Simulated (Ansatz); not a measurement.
# ZrO2 (fluorite): the equilibrium volume

At what volume is ZrO2 (fluorite) free of pressure?

Method: DFT PBE, scalar-relativistic, plane waves, PAW, in Ansatz 0.2.0.

## 1. The structure to begin with

The structure is cubic, space group Fm-3m (No. 225). Conventional cell: a = 5.087 Å, b = 5.087 Å, c = 5.087 Å, α = 90.00°, β = 90.00°, γ = 90.00°. Zr (site symmetry m-3m) is surrounded by 8 O at 2.20 Å. O (site symmetry -43m) has 4 Zr at 2.20 Å as nearest neighbours.

As a file:

```cif
data_structure
_symmetry_space_group_name_H-M 'P 1'
_symmetry_Int_Tables_number 1
_cell_length_a 3.5969
_cell_length_b 3.5969
_cell_length_c 3.5969
_cell_angle_alpha 60.000
_cell_angle_beta 60.000
_cell_angle_gamma 60.000
_cell_volume 32.91
loop_
_atom_site_label
_atom_site_type_symbol
_atom_site_fract_x
_atom_site_fract_y
_atom_site_fract_z
_atom_site_occupancy
Zr1 Zr 0.00000 0.00000 0.00000 1
O1 O 0.25000 0.25000 0.25000 1
O2 O 0.75000 0.75000 0.75000 1
```

## 2. At the starting volume

File input.yaml:

```yaml
crystal:
  lattice:
    - [0.0, 2.5434207568, 2.5434207568]
    - [2.5434207568, 0.0, 2.5434207568]
    - [2.5434207568, 2.5434207568, 0.0]
  atoms:
    - { symbol: Zr, position: [0.0, 0.0, 0.0] }
    - { symbol: O, position: [0.25, 0.25, 0.25] }
    - { symbol: O, position: [0.75, 0.75, 0.75] }
basis:
  ecutwfc: 420
  ecutrho_ratio: 4
kpoints:
  mp_grid: { grid: [12, 12, 12] }
hamiltonian:
  xc: pbe
scf:
  occupations: { method: gaussian, width: 0.05 }
output:
  forces: true
  stress: true
  eigenvalues: true
```

Command:

```console
$ ansatz run input.yaml --threads 8 --pin off --max-ram 15360MiB --backend cpu --events-out ev --progress --plain --runs-dir out
```

After this run come: A step to a new volume; Next volume: 11.157 Å³/atom.

Before running it: what results should come out? Wanted: volume; pressure; conventional cell; gap on the mesh.

**Answer**, as computed:

| quantity | value |
| --- | --- |
| volume | 11.157 Å³/atom |
| pressure | 0.01 GPa |
| conventional cell | a = 5.116 Å, b = 5.116 Å, c = 5.116 Å, α = 90.00°, β = 90.00°, γ = 90.00° |
| gap on the mesh | 3.32 eV |

**Reading.** Over the 3 runs shown the cell moved from 10.97 to 11.16 Å³/atom, a change of +1.7 %, where the pressure is zero within 0.01 GPa.

These are semilocal Kohn-Sham gaps, which aren't the measured quantity. Such gaps usually fall short of the measured ones.
